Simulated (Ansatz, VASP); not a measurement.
# MgO: VASP beside Ansatz

```
Mg O
1.0
     3.30779    0.00000    0.00000
    -1.65389    2.86463    0.00000
     0.00000    0.00000    4.98288
Mg O
2 2
Direct
  0.33333 0.66667 0.00216
  0.66667 0.33333 0.50216
  0.33333 0.66667 0.40244
  0.66667 0.33333 0.90244
```

Measurements of this composition are mostly on another form, of space group No. 225.

Alike in both runs: task single point; functional PBE; k mesh 18 × 18 × 8; occupations gaussian, width 0.05 eV; no spin polarisation.

```csv
,VASP,Ansatz
version,VASP 6.6.1,Ansatz 0.2.0
potentials or method,"VASP PAW PBE potentials, release 64 (Mg, O)","scalar-relativistic, plane waves, PAW"
plane-wave cutoff (eV),520,420
valence electrons in the cell,16,32
```

|  | VASP | Ansatz | Ansatz less VASP |
| --- | --- | --- | --- |
| gap on the k mesh at the Fermi level (eV) | 3.46 | 3.48 | +0.018 |
| pressure (GPa) | 3.0 | 3.3 | +0.38 |
| largest component of the traceless stress (GPa) | 0.15 | 0.12 | -0.030 |
| rms of the force components (eV/Å) | 0.005 | 0.004 | -0.0003 |

Atom by atom the forces differ by 0.000 eV/Å (rms over components). The two sets of potentials don't hold the same shells in valence.

A k mesh can miss the band edges. As with any semilocal functional, this PBE gap is likely too small.
